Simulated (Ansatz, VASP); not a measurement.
## WC (Qusongite) in VASP and in Ansatz

```
CELL_PARAMETERS angstrom
2.90650 0.00000 0.00000
-1.45325 2.51710 0.00000
0.00000 0.00000 2.83660
ATOMIC_POSITIONS crystal
W 0.00000 0.00000 0.00000
C 0.66667 0.33333 0.50000
```

Alike in both runs: task single point; functional PBE; k mesh 10 × 10 × 9; occupations gaussian, width 0.028 eV; no spin polarisation.

```csv
,VASP,Ansatz
version,VASP 6.6.1,Ansatz 0.2.0
potentials or method,"VASP PAW PBE potentials, release 64 (W_sv, C)",Ansatz PAW
plane-wave cutoff (eV),520,420
valence electrons in the cell,18,18
```

Ansatz gave:

| Item | Value |
| --- | --- |
| gap on the k mesh at the Fermi level (eV) | none |
| pressure (GPa) | 5.6 |
| largest component of the traceless stress (GPa) | 0.63 |

Task: Estimate VASP's values.

Result: gap on the k mesh at the Fermi level (eV): none; pressure (GPa): 6.7; largest component of the traceless stress (GPa): 0.44.

A gap of «none» marks a metal or a gap that the smearing closes. The functional is the same, so the differences come from potentials, cutoffs and numerics.

Caveats: the pressure holds a Pulay correction of +0.3 GPa for the finite cutoff (Ansatz). The runs have no spin-orbit coupling, so splittings on W are missing.
